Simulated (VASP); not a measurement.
Write the native input for VASP 6.6.1 that does the following.

| Item | Value |
| --- | --- |
| Task | evGW0 quasiparticle levels |
| Functional | PBE |
| Potentials or basis | VASP PAW PBE potentials, release 64 (Ba_sv_GW, F_GW) |
| Cutoff | 500 eV |
| k mesh | 4 × 4 × 4 |
| Occupations | gaussian, width 0.01 eV |
| Spin | no spin polarisation |
| Cutoff of the response function | 100 |
| Frequency points | 64 |
| Empty bands | 200 |
| GW scheme | evGW0 |
| GW iterations | 4 |
| Further INCAR settings | ALGO = EVGW0; EDIFF = 1e-08; NBANDS = 212 |

Crystal: BaF2 (Frankdicksonite).

```
CELL_PARAMETERS angstrom
0.00000 3.10005 3.10005
3.10005 0.00000 3.10005
3.10005 3.10005 0.00000
ATOMIC_POSITIONS crystal
Ba 0.00000 0.00000 0.00000
F 0.75000 0.75000 0.75000
F 0.25000 0.25000 0.25000
```

One way to write it, as run:

POSCAR

```
BaF2
1.0
    0.0000000000      3.1000500000      3.1000500000
    3.1000500000      0.0000000000      3.1000500000
    3.1000500000      3.1000500000      0.0000000000
Ba F
1 2
Direct
    0.0000000000      0.0000000000      0.0000000000
    0.7500000000      0.7500000000      0.7500000000
    0.2500000000      0.2500000000      0.2500000000
```

INCAR.step1

```
SYSTEM = BaF2
PREC = Accurate ; ENCUT = 500
EDIFF = 1E-8 ; ISMEAR = 0
SIGMA = 0.01 ; LREAL = .False.
LASPH = .True. ; NELM = 100
ALGO = Fast ; LWAVE = .True.
LCHARG = .False. ; GGA = PE
```

INCAR.step2

```
SYSTEM = BaF2
PREC = Accurate ; ENCUT = 500
EDIFF = 1E-8 ; ISMEAR = 0
SIGMA = 0.01 ; LREAL = .False.
LASPH = .True. ; NELM = 1
ALGO = Exact ; LWAVE = .True.
LCHARG = .False. ; GGA = PE
NBANDS = 212 ; LOPTICS = .True.
ISTART = 1
```

INCAR.step3

```
SYSTEM = BaF2
PREC = Accurate ; ENCUT = 500
EDIFF = 1E-8 ; ISMEAR = 0
SIGMA = 0.01 ; LREAL = .False.
LASPH = .True. ; ALGO = EVGW0
LWAVE = .False. ; LCHARG = .False.
GGA = PE ; NELMGW = 4
NBANDS = 212 ; ENCUTGW = 100
NOMEGA = 64 ; PRECFOCK = Fast
ISTART = 1 ; NBANDSGW = 20
```

KPOINTS

```
Automatic mesh
0
Gamma
  4 4 4
  0 0 0
```

Potentials or basis: VASP PAW PBE potentials, release 64 (Ba_sv_GW, F_GW).

Run with:

```console
$ cat potpaw_PBE.64/Ba_sv_GW/POTCAR potpaw_PBE.64/F_GW/POTCAR > POTCAR
$ cp INCAR.step1 INCAR
$ mpirun -np 1 vasp_std > vasp.out
$ cp INCAR.step2 INCAR
$ mpirun -np 1 vasp_std > vasp.out
$ cp INCAR.step3 INCAR
$ mpirun -np 1 vasp_std > vasp.out
```

It gave:

- Band gap on the k mesh, mean-field level: 6.83 eV, indirect (least direct gap 6.92 eV)
- Quasiparticle gap: 10.05 eV
- Least direct quasiparticle gap: 10.18 eV

Caveat: the k mesh is coarse (spacing up to 0.44 Å⁻¹), so the values aren't converged; bands, screening cutoff and mesh are small and nothing is extrapolated, so the quasiparticle values aren't converged; spin-orbit coupling is left out, which moves the levels of the heavy elements.

Wall time 25 min on 1 thread of Intel(R) Xeon(R) Platinum 8488C (Sapphire Rapids) (shared host), peak memory 0.61 GiB.
